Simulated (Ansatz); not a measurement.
**AgCl: pressure against volume, fitted**

```yaml
crystal:
  lattice:
    - [1.87091, -5.55660, 0.00000]
    - [1.87091, 5.55660, 0.00000]
    - [0.00000, 0.00000, 3.92404]
  atoms:
    - { symbol: Ag, position: [0.39656, 0.60344, 0.75000] }
    - { symbol: Ag, position: [0.60344, 0.39656, 0.25000] }
    - { symbol: Cl, position: [0.86545, 0.13455, 0.25000] }
    - { symbol: Cl, position: [0.13455, 0.86545, 0.75000] }
```

Atoms are numbered in the order listed.

Conventional cell: a = 3.742 Å, b = 11.113 Å, c = 3.924 Å, α = 90.00°, β = 90.00°, γ = 90.00°. Ag (atom 1) has 5 Cl at 2.73 to 2.91 Å and 2 Ag at 3.02 Å as nearest neighbours. Around Cl (atom 3) lie 5 Ag at 2.73 to 2.91 Å.

Structure from Materials Project entry mp-570858 (possibly hypothetical), not relaxed further.

Theory: DFT, PBEsol, all-electron LAPW, scalar-relativistic in Ansatz 0.2.0.

Sampling and basis: a Γ-centred 9×9×8 k mesh, Fermi–Dirac smearing of 0.03 eV, basis error target 1 meV/atom, no spin polarisation.

The cell is scaled evenly. Fractional coordinates are held (clamped ions).

| V (Å³/atom) | P (GPa) |
| --- | --- |
| 19.173 | 0.58 |
| 19.989 | -1.88 |
| 20.193 | -2.40 |
| 20.397 | -2.88 |
| 20.601 | -3.34 |
| 20.805 | -3.76 |
| 21.213 | -4.52 |
| 21.621 | -5.18 |

Task: Fit a third-order Birch–Murnaghan curve to the pressures.

Result: P = (3B0/2)(y^(7/2) − y^(5/2))[1 + (3/4)(B0′ − 4)(y − 1)] with y = (V0/V)^(2/3) fits within 0.01 GPa for V0 = 19.347 Å³/atom, B0 = 62.9 GPa and B0′ = 5.39.

Task: Predict the pressure at the withheld volume, 19.581 Å³/atom.

Result: There y = 0.9920, so the fit gives -0.73 GPa; the run gave -0.73 GPa.
